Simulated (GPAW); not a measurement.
Crystal: TiTe.

```xyz
2
Lattice="0.0000 3.0501 3.0501 3.0501 0.0000 3.0501 3.0501 3.0501 0.0000" Properties=species:S:1:pos:R:3 pbc="T T T"
Ti    3.0501    3.0501    3.0501
Te    0.0000    0.0000    0.0000
```

The cell comes from a database or a generator and needn't be the stable form of this composition.

```yaml
Program: GPAW 26.7.0
Task: relaxation of cell and atoms
Functional: BLYP
Dispersion: D3(BJ)
Potentials_or_basis: PAW data sets generated in the run's folder for this functional
Cutoff: 600 eV
Basis: pw
k_mesh: 8 × 8 × 8
Occupations: fermi-dirac, width 0.05 eV
Spin: no spin polarisation
```

At the start: pressure -13.6 GPa; volume 28.37 Å³/atom.

Task: Where does the relaxation end?

Result: Over 5 steps the energy falls by 383.2 meV/atom and the volume is 21.29 Å³/atom (-25.0 %); space group Fm-3m (No. 225, to 0.05 Å).

Step by step:
```csv
step,energy change (eV),largest force (eV/Å),pressure (GPa),volume (Å³)
1,0.0000,0.0000,-13.63,56.75
2,-0.2315,0.0000,-12.57,53.89
3,-0.7108,0.0000,6.49,39.92
4,-0.7633,0.0000,-1.69,43.38
5,-0.7664,0.0000,-0.13,42.59
```

Final structure:
```
CELL_PARAMETERS angstrom
0.00000 2.77176 2.77176
2.77176 0.00000 2.77176
2.77176 2.77176 0.00000
ATOMIC_POSITIONS crystal
Ti 0.50000 0.50000 0.50000
Te 0.00000 0.00000 0.00000
```

Caveat: later steps reuse the first step's grids; the volume moved by over 15 % at a fixed basis, so the end points are rough; pairwise dispersion overbinds metals, which lowers pressure and volume.
